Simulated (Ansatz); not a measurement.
## SiC: zone-centre modes under pressure

SiC, F-43m, a = 4.357 Å. The compound has several low-lying forms, and this is one of them. Ansatz: PBEsol, PAW, 420 eV, Γ-centred 12×12×12 mesh on 2 atoms, fixed occupations; no spin polarisation. Cell and atoms are relaxed at each pressure with the symmetry kept; optical modes at Γ by linear response, in cm⁻¹, the highest, without the LO field.

```tsv
P (GPa)	V (Å³/atom)	ω1
0	10.338	786.5
5	10.116	806.1
11	9.878	828.1
22	9.501	?
```

Q: Get the mode's Grüneisen parameter γ = −d ln ω/d ln V from the other rows and predict the missing frequency.

A: ln(V/V0) = 0.0000, -0.0217, -0.0455, -0.0844; a line through ln(ω/ω0) of the 3 known rows gives ω1: γ = 1.133, predicted 865.4, computed 865.2. The miss is 0.0 %, or 0 % of the shift under pressure, so a constant γ serves at that level.

Cost: 4 runs of about 1.8 core-minutes in all, on AMD EPYC 7R43 (Zen 3) (shared hosts).